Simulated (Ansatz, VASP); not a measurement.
Pd: VASP beside Ansatz

```xyz
1
Lattice="0.0000 1.9514 1.9514 1.9514 0.0000 1.9514 1.9514 1.9514 0.0000" Properties=species:S:1:pos:R:3 pbc="T T T"
Pd    0.0000    0.0000    0.0000
```

Change from the starting cell: volume scaled by 1.01, PAW files.

Alike in both runs: task electric field gradients; functional PBEsol; k mesh 18 × 18 × 18; occupations fermi-dirac, width 0.05 eV; no spin polarisation.

|  | VASP | Ansatz |
| --- | --- | --- |
| version | VASP 6.6.1 | Ansatz 0.2.0 |
| potentials or method | VASP PAW PBE potentials, release 64 (Pd) | PAW with Ansatz's default frozen-core files, scalar-relativistic |
| plane-wave cutoff (eV) | 520 | 420 |
| valence electrons in the cell | 10 | 18 |

|  | VASP | Ansatz | Ansatz less VASP |
| --- | --- | --- | --- |
| pressure (GPa) | -4.4 | -4.1 | +0.31 |
| Vzz of the field gradient on the site that differs most (V/Å²) | 0.0 | 0.0 | 0.00 |

The two sets of potentials don't hold the same shells in valence. Ansatz warned: «gradients_without_spin_orbit».

Caveats: the PAW data sets were made with another functional, which shifts forces and pressure a little (VASP).
